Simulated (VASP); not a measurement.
# Rb: restarted molecular dynamics, 2 variants

Rb, Pnma (no. 62), 12 atoms in the cell. PBE, molecular dynamics; PAW potentials Rb_pv (PBE set).

| Restart from | Temperature at the end (K) | The same without a restart (K) | Potential energy at the end (eV/atom) | The same without a restart (eV/atom) | Electronic steps in the first step after the restart | Time (s) |
|---|---|---|---|---|---|---|
| CONTCAR with velocities, WAVECAR read | 1473.0 | 1473.0 | -0.56295 | -0.56295 | 4 | 226 |
| CONTCAR with velocities, no WAVECAR | 1473.0 | 1473.0 | -0.56296 | -0.56295 | 13 | 234 |

Limits: 180 fs of 12 atoms are too short for converged averages.

## Input of the first row

INCAR.step1:
```
SYSTEM = Rb
ALGO     = Fast           ! electronic algorithm
EDIFF    = 1E-6           ! SCF threshold, eV
ENCUT    = 200            ! plane-wave cutoff, eV
GGA      = PE             ! functional
IBRION   = 0              ! ionic algorithm
ISIF     = 2              ! what is computed and relaxed
ISMEAR   = -1             ! smearing method
ISYM     = 0            
LASPH    = .TRUE.         ! aspherical terms in the spheres
LCHARG   = .FALSE.        ! write CHGCAR
LREAL    = Auto         
LWAVE    = .TRUE.         ! write WAVECAR
MDALGO   = 2            
NCORE    = 2            
NELM     = 60             ! most SCF steps
NELMIN   = 4            
NSW      = 30             ! ionic steps
POTIM    = 3.0            ! step
PREC     = Normal         ! precision mode
RANDOM_SEED= 775556 0 0   
SIGMA    = 0.069          ! smearing width, eV
SMASS    = -3           
TEBEG    = 1600          
```

INCAR.step2, as INCAR.step1 but for:
```
- LWAVE = .TRUE.
+ LWAVE = .FALSE.
```

KPOINTS:
```
k-points
0
Monkhorst-Pack
  2 1 1
```

POSCAR.step1:
```
Rb
1.0
    5.7400000000      0.0000000000      0.0000000000
    0.0000000000     13.9200000000      0.0000000000
    0.0000000000      0.0000000000     12.3800000000
Rb
12
Direct
    0.9530000000      0.2500000000      0.1070000000
    0.9530000000      0.5833333333      0.1070000000
    0.9530000000      0.9166666667      0.1070000000
    0.5470000000      0.0833333333      0.6070000000
    0.5470000000      0.4166666667      0.6070000000
    0.5470000000      0.7500000000      0.6070000000
    0.4530000000      0.2500000000      0.3930000000
    0.4530000000      0.5833333333      0.3930000000
    0.4530000000      0.9166666667      0.3930000000
    0.0470000000      0.0833333333      0.8930000000
    0.0470000000      0.4166666667      0.8930000000
    0.0470000000      0.7500000000      0.8930000000
```

Commands (each step's output is kept before the next begins):
```
cat potpaw_PBE.64/Rb_pv/POTCAR > POTCAR
cp INCAR.step1 INCAR
cp POSCAR.step1 POSCAR
mpirun -np 2 vasp_std > vasp.out
cp CONTCAR POSCAR
cp INCAR.step2 INCAR
mpirun -np 2 vasp_std > vasp.out
```

Changes of the last row against the first:
```
(step 1)
- LWAVE = True
+ LWAVE = False
```

VASP 6.6.1 took 226 s on 2 cores (AMD EPYC 7R13 (Zen 3)), a shared host.
